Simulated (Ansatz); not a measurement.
## Contact densities of AgCl against volume

```
CELL_PARAMETERS angstrom
0.00000 2.80520 2.80520
2.80520 0.00000 2.80520
2.80520 2.80520 0.00000
ATOMIC_POSITIONS crystal
Ag 0.00000 0.00000 0.00000
Cl 0.50000 0.50000 0.50000
```

Atoms are numbered in the order listed.

Conventional cell: a = 5.610 Å, b = 5.610 Å, c = 5.610 Å, α = 90.00°, β = 90.00°, γ = 90.00°. Ag (atom 1) is surrounded by 6 Cl at 2.81 Å. Around Cl (atom 2) lie 6 Ag at 2.81 Å.

The cell was built from the rocksalt type and relaxed in the same program, and has space group Fm-3m; it needn't be a known or the stable phase.

Level of theory: DFT, PBE, all-electron PAW with datasets made for the crystal, scalar-relativistic (Ansatz 0.2.0).

Settings: a Γ-centred 12×12×12 k mesh, Fermi–Dirac smearing of 0.08 eV, cutoff 260 eV (chosen by the program for this cell), no spin polarisation.

The contact density is the mean electron density over the nuclear volume; its changes follow the s electrons' response to bonding and compression. Changes below are taken from the unscaled cell, where it is 948344 e/Å³ at Ag1, 24122.3 e/Å³ at Cl2.

The datasets are made afresh for each cell, so very small changes are uncertain.

Problem. Tabulate the changes with volume.

Solution. 
| V/V(cell) | P (GPa) | Δρ(0) Ag1 (e/Å³) | Δρ(0) Cl2 (e/Å³) |
| --- | --- | --- | --- |
| 0.9405 | 3.1 | 3.74 | 0.00 |
| 1.0000 | 0.0 | 0.00 | 0.00 |
| 1.0600 | -2.1 | -3.27 | -0.02 |
